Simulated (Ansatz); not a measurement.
**A vibration from a frozen displacement in SiC**

These are results of DFT PBE, scalar-relativistic, plane waves, PAW (Ansatz), not measurements. Cutoff 420 eV, Γ-centred 12×12×12 k-points, Gaussian smearing of 0.05 eV. No spin polarisation. Energies are free energies at this smearing, counted from the undisturbed cell; pressure is positive in compression.

The undisturbed cell (as given, not relaxed at this level; it stands at 4.8 GPa):

```
Si C
1.0
     0.00000    2.17400    2.17400
     2.17400    0.00000    2.17400
     2.17400    2.17400    0.00000
Si C
1 1
Direct
  0.00000 0.00000 0.00000
  0.75000 0.75000 0.75000
```

Every C atom is moved by x along the Cartesian unit vector (0.000, 0.000, 1.000); the cell and all other atoms stay fixed. The cell's volume is 20.55 Å³; the moved atoms weigh 12.011 u together and the others 28.085 u. Some rows repeat others by symmetry and weren't run.

```
  x (Å)  ΔE (meV/cell) total force on the moved atoms along the move (eV/Å) pressure (GPa)
-0.3000         828.55                                                5.2008         15.2695
-0.2625         643.08                                                4.6817         12.9057
-0.2250         478.06                                                4.1109         10.8161
-0.1875         335.31                                                3.4958          9.0196
-0.1500         216.35                                                2.8430          7.5309
-0.1125         122.47                                                2.1595          6.3613
-0.0750          54.68                                                1.4528          5.5195
-0.0375          13.71                                                0.7303          5.0120
 0.0000           0.00                                                0.0000          4.8424
 0.0375          13.71                                               -0.7303          5.0120
 0.0750          54.68                                               -1.4528          5.5195
 0.1125         122.47                                               -2.1595          6.3613
 0.1500         216.35                                               -2.8430          7.5309
 0.1875         335.31                                               -3.4958          9.0196
 0.2250         478.06                                               -4.1109         10.8161
 0.2625         643.08                                               -4.6817         12.9057
 0.3000         828.55                                               -5.2008         15.2695
```

Question: What frequency belongs to this motion?

Answer: The force constant is k = −dF/dx = 19.475 eV/Å², from the parabola through x = -0.0375, 0 and 0.0375. In every cell the moved atoms swing against the rest, so the mass is μ = m₁m₂/(m₁ + m₂) = 8.413 u, and ν̃ = 521.5 cm⁻¹ × √(|k|/μ) = 793 cm⁻¹, at this cell's pressure of 4.8 GPa. To first order in x, and within 1 %, the force on every atom lies along the move and, within each of the two groups, in proportion to the atom's mass, so this is itself a mode at the zone centre of this cell, taken without macroscopic field (the transverse frequency in a polar insulator).

Question: How far does the harmonic law reach?

Answer: At x = -0.300 Å, kx²/2 = 876.36 meV against the computed 828.55 meV (-5.5 %): the well is still close to harmonic there.

Question: The pressure changes with x². What does that say about the frequency under compression?

Answer: With E = k(V)x²/2, k ∝ V^(−2γ) and x scaling with the cell as V^(1/3), P − P0 = −∂E/∂V = (2γ − 2/3) ΔE/V. At x = 0.0750 Å, V(P − P0) = 20.55 × 0.67713 / 160.2 eV = 86.85 meV and ΔE = 54.68 meV, so γ = 1/3 + V(P − P0)/(2ΔE) = 1.13. This is the Grüneisen parameter of the motion under uniform scaling of the cell: shrinking the cell evenly by 1 % in volume raises the frequency by about 1.13 %.

The frequency of 793 cm⁻¹ lies close to the measured transverse optical mode of cubic SiC. It is high because short, strong, partly ionic Si–C bonds act on a small reduced mass, set mostly by carbon. The agreement probably owes something to the chosen volume: PBE tends to overestimate the lattice constant and soften such modes, and the compression of this cell offsets that. The positive Grüneisen parameter reflects bonds that stiffen as they shorten.

The equal energies at ±x follow from the tetrahedral site symmetry, since a move along a cube axis shortens two bonds and lengthens the other two equally. The well therefore has no cubic term in this direction, and the slight softening at large amplitude is of even order. It probably arises because the sideways part of the motion lengthens the bonds on average, which weakens them. The symmetric curve doesn't show that the mode lacks cubic anharmonicity, which zincblende symmetry allows for displacements along a bond.
